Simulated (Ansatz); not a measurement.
Runs of Ansatz 0.2.0 on Sc. Symmetry: Fm-3m, No. 225, cubic system. The conventional cell has a = 4.520 Å, b = 4.520 Å, c = 4.520 Å, α = 90.00°, β = 90.00°, γ = 90.00°. Sc (site symmetry m-3m) is surrounded by 12 Sc at 3.20 Å. This isn't the form of Sc at room conditions, which is hcp.

| level | cutoff (eV) | gap on the mesh (eV) | pressure (GPa) | relaxed volume (Å³/atom) |
| --- | --- | --- | --- | --- |
| PBEsol | 420 | none | 0.0 | 23.61 |
| revPBE | 420 | none | 0.0 | (a) |
| r2SCAN | 500 | none | 0.0 | 25.12 |
| LDA | 420 | none | 0.0 | (b) |
| BLYP | 420 | none | 0.0 | 24.97 |

Alike in all rows: task relaxation of cell and atoms; potentials or basis Ansatz PAW; no spin polarisation; cell relaxed; k mesh 10 × 10 × 10; smearing fermi-dirac 0.05 eV.

Question: Fill in the values left out.

Answer: (a) 25.45; (b) 22.40.

Caveats: the plane-wave basis is chosen anew once the cell has moved, so the energies of steps on either side of that aren't comparable; the PAW data sets come from PBE, with cores solved anew for the run's functional, which leaves a small shift of forces and pressure.

A gap of «none» marks a metal or a gap under the smearing width.

Runs at the PBE level aren't shown here.
